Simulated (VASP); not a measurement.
# AlFe: intraband terms of a metal's spectrum

AlFe, Pm-3m (no. 221), 2 atoms in the cell. PBE, independent-particle dielectric function; PAW potentials Fe, Al (PBE set).

## Input

INCAR.step1:
```
SYSTEM = AlFe
PREC = Accurate
ENCUT = 320
ISMEAR = 1
SIGMA = 0.1
EDIFF = 1E-7
LASPH = .TRUE.
KPAR = 4
LWAVE = .FALSE.
LCHARG = .TRUE.
ISPIN = 2
MAGMOM = 3 0
LMAXMIX = 4
```

INCAR.step2:
```
SYSTEM = AlFe
PREC = Accurate
ENCUT = 320
ISMEAR = 0
SIGMA = 0.3
EDIFF = 1E-6
LASPH = .TRUE.
KPAR = 4
LWAVE = .TRUE.
LCHARG = .FALSE.
ISPIN = 2
MAGMOM = 3 0
LMAXMIX = 4
ICHARG = 11
NBANDS = 24
NEDOS = 3000
OMEGAMAX = 30
CSHIFT = 0.1
```

INCAR.step3, as INCAR.step2 but for:
```
- LWAVE = .TRUE.
+ LWAVE = .FALSE.
+ LOPTICS = .TRUE.
+ ALGO = None
+ NELM = 1
+ ISTART = 1
```

INCAR.step4, as INCAR.step3 but for:
```
+ WPLASMAI = 0.03
```

INCAR.step5 to INCAR.step6 change the same tag again: WPLASMAI = 0.1, 0.3.

INCAR.step7, as INCAR.step6 but for:
```
- WPLASMAI = 0.3
+ RTIME = 40
```

INCAR.step8, as INCAR.step7 but for:
```
- RTIME = 40
+ RTIME = 5
```

INCAR.step9, as INCAR.step8 but for:
```
- RTIME = 5
+ LNABLA = .TRUE.
```

INCAR.step10, as INCAR.step9 but for:
```
- ISMEAR = 0
- LNABLA = .TRUE.
+ ISMEAR = -5
```

KPOINTS.step1:
```
k-points
0
Gamma
  9 9 9
```

KPOINTS.step2:
```
k-points
0
Gamma
  14 14 14
```

POSCAR:
```
AlFe
1.0
    2.9100000000      0.0000000000      0.0000000000
    0.0000000000      2.9100000000      0.0000000000
    0.0000000000      0.0000000000      2.9100000000
Fe Al
1 1
Direct
    0.5000000000      0.5000000000      0.5000000000
    0.0000000000      0.0000000000      0.0000000000
```

Commands (each step's output is kept before the next begins):
```
cat potpaw_PBE.64/Fe/POTCAR potpaw_PBE.64/Al/POTCAR > POTCAR
cp INCAR.step1 INCAR
cp KPOINTS.step1 KPOINTS
mpirun -np 4 vasp_std > vasp.out
cp INCAR.step2 INCAR
cp KPOINTS.step2 KPOINTS
mpirun -np 4 vasp_std > vasp.out
cp INCAR.step3 INCAR
mpirun -np 4 vasp_std > vasp.out
cp INCAR.step4 INCAR
mpirun -np 4 vasp_std > vasp.out
cp INCAR.step5 INCAR
mpirun -np 4 vasp_std > vasp.out
cp INCAR.step6 INCAR
mpirun -np 4 vasp_std > vasp.out
cp INCAR.step7 INCAR
mpirun -np 4 vasp_std > vasp.out
cp INCAR.step8 INCAR
mpirun -np 4 vasp_std > vasp.out
cp INCAR.step9 INCAR
mpirun -np 4 vasp_std > vasp.out
cp INCAR.step10 INCAR
mpirun -np 4 vasp_std > vasp.out
```

## Result

- Bands: 24

One ground state, settings moved in the last step alone:

| Settings | Plasma frequency (eV) | Im ε at 0.5 eV | Im ε at 1 eV | Im ε at 2 eV | Im ε at 4 eV | Time (s) |
|---|---|---|---|---|---|---|
| interband part alone | 5.15 | 26.7 | 14.3 | 14.0 | 4.9 | 10 |
| Drude term, WPLASMAI 0.03 | 5.15 | 33.0 | 15.1 | 14.1 | 4.9 | 12 |
| Drude term, WPLASMAI 0.1 | 5.15 | 47.1 | 16.9 | 14.4 | 4.9 | 11 |
| Drude term, WPLASMAI 0.3 | 5.15 | 73.5 | 21.6 | 15.0 | 5.0 | 9 |
| relaxation time RTIME 40 fs | 5.15 | 30.2 | 14.7 | 14.1 | 4.9 | 9 |
| relaxation time RTIME 5 fs | 5.15 | 52.8 | 17.7 | 14.5 | 4.9 | 9 |
| transversal form (LNABLA) | 3.81 | 18.9 | 12.3 | 10.7 | 4.8 | 10 |
| tetrahedron method | – | – | – | – | – | no result |

VASP 6.6.1 took 94 s on 4 cores (AMD EPYC 7R43 (Zen 3)), a shared host.
